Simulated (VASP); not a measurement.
# TiB2 (P6/mmm) in VASP: a series of runs

One crystal, TiB2, is run at these levels: LDA; tasks: relaxation of cell and atoms.

Everything below comes from runs of VASP 6.6.1. Logs are shortened: lines on timing, memory, paths and dates and some standing lists are left out, and cuts for length are marked.

## 1. The structure

The structure is hexagonal, space group P6/mmm (No. 191). Conventional cell: a = 3.029 Å, b = 3.029 Å, c = 3.228 Å, α = 90.00°, β = 90.00°, γ = 120.00°. Ti (site symmetry 6/mmm) is surrounded by 12 B at 2.38 Å. Around B (site symmetry -6m2) lie 3 B at 1.75 Å.

## 2. Relaxation of cell and atoms, LDA

Input file INCAR:

```
SYSTEM = TiB2
PREC     = Accurate       ! precision mode
ENCUT    = 350            ! plane-wave cutoff, eV
EDIFF    = 1E-7           ! SCF threshold, eV
ISMEAR   = 0              ! smearing method
SIGMA    = 0.1            ! smearing width, eV
LREAL    = .FALSE.        ! projectors in reciprocal space
LASPH    = .TRUE.         ! aspherical terms in the spheres
NELM     = 60             ! most SCF steps
ALGO     = Normal         ! electronic algorithm
ISIF     = 3              ! what is computed and relaxed
LWAVE    = .FALSE.        ! write WAVECAR
LCHARG   = .FALSE.        ! write CHGCAR
GGA      = CA             ! functional
IBRION   = 2              ! ionic algorithm
NSW      = 80             ! ionic steps
EDIFFG   = -0.002         ! ionic threshold
```

Input file KPOINTS:

```
regular mesh
0
G
  9 9 8
  0 0 0
```

Input file POSCAR:

```
TiB2
1.0
    3.0292000000      0.0000000000      0.0000000000
   -1.5146000000      2.6233641500      0.0000000000
    0.0000000000      0.0000000000      3.2284000000
Ti B
1 2
Direct
    0.0000000000      0.0000000000      0.0000000000
    0.3333333300      0.6666666700      0.5000000000
    0.6666666700      0.3333333300      0.5000000000
```

Potentials or basis: VASP PAW LDA potentials, release 64 (Ti_sv, B).

Run with:

```
> cat potpaw_LDA.64/Ti_sv/POTCAR potpaw_LDA.64/B/POTCAR > POTCAR
> mpirun -np 1 vasp_std > vasp.out
```

OUTCAR:

```text
SYSTEM = TiB2
   PREC = Accurate
   ENCUT = 350
   EDIFF = 1E-7
   ISMEAR = 0
   LREAL = .FALSE.
   LASPH = .TRUE.
   NELM = 60
   ISIF = 3
   GGA = CA
   IBRION = 2
   NSW = 80
   EDIFFG = -0.002

 ion  position               nearest neighbor table
   1  0.000  0.000  0.000-   2 2.38   3 2.38   2 2.38   3 2.38   2 2.38   2 2.38   3 2.38   3 2.38
                             3 2.38   3 2.38   2 2.38   2 2.38
   2  0.333  0.667  0.500-   3 1.75   3 1.75   3 1.75   1 2.38   1 2.38   1 2.38   1 2.38   1 2.38
                             1 2.38
   3  0.667  0.333  0.500-   2 1.75   2 1.75   2 1.75   1 2.38   1 2.38   1 2.38   1 2.38   1 2.38
                             1 2.38

  LATTYP: Found a hexagonal cell.
 ALAT       =     3.0292000000
 C/A-ratio  =     1.0657599366

  Lattice vectors:

 A1 = (   3.0292000000,   0.0000000000,   0.0000000000)
 A2 = (  -1.5146000000,   2.6233641500,   0.0000000000)
 A3 = (   0.0000000000,   0.0000000000,   3.2284000000)

Analysis of symmetry for initial positions (statically):
=====================================================================
 Subroutine PRICEL returns:
 Original cell was already a primitive cell.

 Routine SETGRP: Setting up the symmetry group for a
 hexagonal supercell.

 Subroutine GETGRP returns: Found 24 space group operations
 (whereof 24 operations were pure point group operations)
 out of a pool of 24 trial point group operations.

The static configuration has the point symmetry D_6h.

Analysis of symmetry for dynamics (positions and initial velocities):
=====================================================================
 Subroutine PRICEL returns:
 Original cell was already a primitive cell.

 Routine SETGRP: Setting up the symmetry group for a
 hexagonal supercell.

 Subroutine GETGRP returns: Found 24 space group operations
 (whereof 24 operations were pure point group operations)
 out of a pool of 24 trial point group operations.

The dynamic configuration has the point symmetry D_6h.

 Subroutine INISYM returns: Found 24 space group operations
 (whereof 24 operations are pure point group operations),
 and found     1 'primitive' translations

----------------------------------------------------------------------------------------

                                     Primitive cell

  volume of cell :      25.6551

  direct lattice vectors                    reciprocal lattice vectors
     3.029200000  0.000000000  0.000000000     0.330120164  0.190594966  0.000000000
    -1.514600000  2.623364150  0.000000000     0.000000000  0.381189931  0.000000000
     0.000000000  0.000000000  3.228400000     0.000000000  0.000000000  0.309750960

  length of vectors
     3.029200000  3.029199997  3.228400000     0.381189931  0.381189931  0.309750960

  position of ions in fractional coordinates (direct lattice)
     0.000000000  0.000000000  0.000000000
     0.333333330  0.666666670  0.500000000
     0.666666670  0.333333330  0.500000000

  ion indices of the primitive-cell ions
   primitive index   ion index
                 1           1
                 2           2
                 3           3

----------------------------------------------------------------------------------------

 KPOINTS: regular mesh

Automatic generation of k-mesh.
 Grid dimensions read from file:
 generate k-points for:    9    9    8

 Generating k-lattice:

  Cartesian coordinates                     Fractional coordinates (reciprocal lattice)
     0.036680018  0.021177218  0.000000000     0.111111111  0.000000000  0.000000000
     0.000000000  0.042354437  0.000000000     0.000000000  0.111111111  0.000000000
     0.000000000  0.000000000  0.038718870     0.000000000  0.000000000  0.125000000

  Length of vectors
     0.042354437  0.042354437  0.038718870

  Shift w.r.t. Gamma in fractional coordinates (k-lattice)
     0.000000000  0.000000000  0.000000000

 Subroutine IBZKPT returns following result:
 ===========================================

 Found     60 irreducible k-points:

 Following reciprocal coordinates:
            Coordinates               Weight
  0.000000  0.000000  0.000000      1.000000
  0.111111  0.000000  0.000000      6.000000
  0.222222  0.000000  0.000000      6.000000
  0.333333  0.000000  0.000000      6.000000
  0.444444  0.000000  0.000000      6.000000
  0.111111  0.111111  0.000000      6.000000
[... 16 lines left out ...]
  0.333333  0.222222  0.125000     24.000000
  0.333333  0.333333  0.125000      4.000000
 [... further k-points ...]
   k-points           NKPTS =     60   k-points in BZ     NKDIM =     60   number of bands    NBANDS=     13
   number of dos      NEDOS =    301   number of ions     NIONS =      3
   total plane-waves  NPLWV =   6480
   dimension x,y,z NGX =    18 NGY =   18 NGZ =   20
   dimension x,y,z NGXF=    36 NGYF=   36 NGZF=   40
   ions per type =               1   2
   NGX,Y,Z   is equivalent  to a cutoff of   9.88,  9.88, 10.30 a.u.
   NGXF,Y,Z  is equivalent  to a cutoff of  19.76, 19.76, 20.60 a.u.
 SYSTEM =  TiB2
   PREC   = accura    normal or accurate (medium, high low for compatibility)
   ISTART =      0    job   : 0-new  1-cont  2-samecut
   ICHARG =      2    charge: 1-file 2-atom 10-const
   ISPIN  =      1    spin polarized calculation?
   LNONCOLLINEAR =      F non collinear calculations
   LSORBIT =      F    spin-orbit coupling
   LASPH  =      T    aspherical Exc in radial PAW
   ENCUT  =  350.0 eV  25.72 Ry    5.07 a.u.   4.62  4.62  4.92*2*pi/ulx,y,z
   NELM   =     60;   NELMIN=  2; NELMDL= -5     # of ELM steps
   EDIFF  = 0.1E-06   stopping-criterion for ELM
   LREAL  =      F    real-space projection
   EDIFFG = -.2E-02   stopping-criterion for IOM
   NSW    =     80    number of steps for IOM
   IBRION =      2    ionic relax: 0-MD 1-quasi-New 2-CG
   NFREE  =      1    steps in history (QN), initial steepest desc. (CG)
   ISIF   =      3    stress and relaxation
   ISYM   =      2    0-nonsym 1-usesym 2-fastsym
   POTIM  = 0.5000    time-step for ionic-motion
   TEBEG  =    0.0;   TEEND  =   0.0 temperature during run
   PSTRESS=    0.0 pullay stress
   NELECT =      18.0000    total number of electrons
   NUPDOWN=      -1.0000    fix difference up-down
   EMIN   =  10.00;   EMAX   =-10.00  energy-range for DOS
   EFERMI =   0.00;   METHOD = LEGACY
   ISMEAR =     0;   SIGMA  =   0.10  broadening in eV -4-tet -1-fermi 0-gaus
   EFERMI_NEDOS =   21; number of points for ismear=-14 and -15
   IALGO  =     38    algorithm
   IMIX   =      4    mixing-type and parameters
     AMIX     =   0.40;   BMIX     =  1.00
     AMIX_MAG =   1.60;   BMIX_MAG =  1.00
  volume/ion in A,a.u.               =       8.55        57.71
  Fermi-wavevector in a.u.,A,eV,Ry     =   1.454703  2.748990 28.792122  2.116161
  Thomas-Fermi vector in A             =   2.571823
   LORBIT       =      0    0 simple, 1 ext, 2 COOP (PROOUT), +10 PAW based schemes
   GGA     = CA    functional components
   LHFCALC =     F    Hartree Fock is set to
   AEXX    =    0.0000 exact exchange contribution
   IVDW    =     0    specifies the selected vdW correction
   LEPSILON=     F    determine dielectric tensor
   LRPA    =     F    only Hartree local field effects (RPA)
 conjugate gradient relaxation of ions
 non-spin polarized calculation
 Gauss-broadening in eV      SIGMA  =   0.10
  energy-cutoff  :      350.00
  volume of cell :       25.66
 maximum number of plane-waves:       394
   NGX =  9   NGY =  9   NGZ =  9

--------------------------------------- Ionic step        1  -------------------------------------------

 number of electron      18.0000015 magnetization

 Free energy of the ion-electron system (eV)
  ---------------------------------------------------
  ext. energy  EPLUGINS =         0.00000000
  ---------------------------------------------------
  free energy    TOTEN  =       -26.87205153 eV

  energy without entropy =      -26.86910763  energy(sigma->0) =      -26.87057958

 E-fermi :   9.8811     XC(G=0): -12.9531

 val. band max:        9.8598446238   @ k =   0.1111   0.1111   0.2500
 cond. band min:       9.9509463866   @ k =   0.0000   0.0000   0.3750
 fundamental gap:      0.0911017628
 Fermi energy:         9.8811388408

 k-point     1 :       0.0000    0.0000    0.0000
  band No.  band energies     occupation
      1     -46.2966      2.00000
      2     -23.0593      2.00000
      3     -22.7292      2.00000
      4     -22.7292      2.00000
      5      -3.3517      2.00000
      6       7.3398      2.00000
      7       7.3398      2.00000
      8       7.6680      2.00000
      9       7.8145      2.00000
     10      11.8021      0.00000
     11      11.8021      0.00000
     12      13.5659      0.00000
     13      13.5659      0.00000
[... 624 lines left out ...]
  energy  without entropy=      -26.9118725949  energy(sigma->0) =      -26.91328109

--------------------------------------- Ionic step        8  -------------------------------------------

 number of electron      18.0000012 magnetization

 Free energy of the ion-electron system (eV)
  ---------------------------------------------------
  ext. energy  EPLUGINS =         0.00000000
  ---------------------------------------------------
  free energy    TOTEN  =       -26.91469646 eV

  energy without entropy =      -26.91188095  energy(sigma->0) =      -26.91328871

 E-fermi :  10.3754     XC(G=0): -13.1723

 val. band max:       10.3280645796   @ k =   0.1111   0.0000   0.5000
 cond. band min:      10.3797894773   @ k =   0.1111   0.1111   0.2500
 fundamental gap:      0.0517248977
 Fermi energy:        10.3753812316

 k-point     1 :       0.0000    0.0000    0.0000
  band No.  band energies     occupation
      1     -45.6685      2.00000
      2     -22.4296      2.00000
      3     -22.0880      2.00000
      4     -22.0880      2.00000
      5      -3.0684      2.00000
      6       7.6753      2.00000
      7       7.6753      2.00000
      8       8.2399      2.00000
      9       8.2928      2.00000
     10      12.4522      0.00000
     11      12.4522      0.00000
     12      14.3599      0.00000
     13      14.3599      0.00000
[... 398 lines left out ...]
  FREE ENERGIE OF THE ION-ELECTRON SYSTEM (eV)
  ---------------------------------------------------
  free  energy   TOTEN  =       -26.9146964644 eV

  energy  without entropy=      -26.9118809497  energy(sigma->0) =      -26.91328871

 reached required accuracy - stopping structural energy minimisation
```

Run time: 21 s. Hardware: 1 thread of Intel Xeon 6975P-C (Granite Rapids), shared host; peak memory 0.12 GiB.

The run converged, but some of its settings lie outside the range that counts as converged, so its numbers aren't taken as properties of the crystal.

What came out:

- Free energy: -26.9147 eV
- Relaxed volume: 8.18 Å³/atom
- Relaxed cell: a = 2.995 Å, b = 2.995 Å, c = 3.157 Å, α = 90.00°, β = 90.00°, γ = 120.00°
- Space group after relaxing (to 0.05 Å): P6/mmm (No. 191)
- Energy gained by relaxing: 14.2 meV/atom
- Ionic steps: 8
- Band gap on the k mesh: none (metal or under the smearing width)

Caveat: the cutoff is under 1.25 times the usual one of these potentials, so pressure, stress and relaxed cells hold a basis-set (Pulay) error.

## 3. Relaxation of cell and atoms, LDA

This run uses another cell than the first one, of 8.18 Å³/atom, 0.956 times its volume.

INCAR is that of step 2.

KPOINTS is that of step 2.

Input file POSCAR:

```
TiB2                                    
1.0
    2.9951702289     -0.0000000000     -0.0000000000
   -1.4975851145      2.5938935039      0.0000000000
    0.0000000000     -0.0000000000      3.1570183941
  Ti              B             
     1     2
Direct
     0.0000000000000000    0.0000000000000000    0.0000000000000000
     0.3333333300000021    0.6666666699999979    0.5000000000000000
     0.6666666699999979    0.3333333300000021    0.5000000000000000
```

Potentials or basis: VASP PAW LDA potentials, release 64 (Ti_sv, B).

Run with:

```
> cat potpaw_LDA.64/Ti_sv/POTCAR potpaw_LDA.64/B/POTCAR > POTCAR
> mpirun -np 1 vasp_std > vasp.out
```

It took 8.6 s on 1 thread of Intel Xeon 6975P-C (Granite Rapids), shared host; peak memory 0.12 GiB.

The run converged, but some of its settings lie outside the range that counts as converged, so its numbers aren't taken as properties of the crystal.

Results:

```
Free energy                            : -26.9070 eV
Relaxed volume                         : 8.17 Å³/atom
Relaxed cell                           : a = 2.995 Å, b = 2.995 Å, c = 3.157 Å, α = 90.00°, β = 90.00°, γ = 120.00°
Space group after relaxing (to 0.05 Å) : P6/mmm (No. 191)
Energy gained by relaxing              : 0.0 meV/atom
Ionic steps                            : 3
Band gap on the k mesh                 : none (metal or under the smearing width)
```

Caveat: the cutoff is under 1.25 times the usual one of these potentials, so pressure, stress and relaxed cells hold a basis-set (Pulay) error.
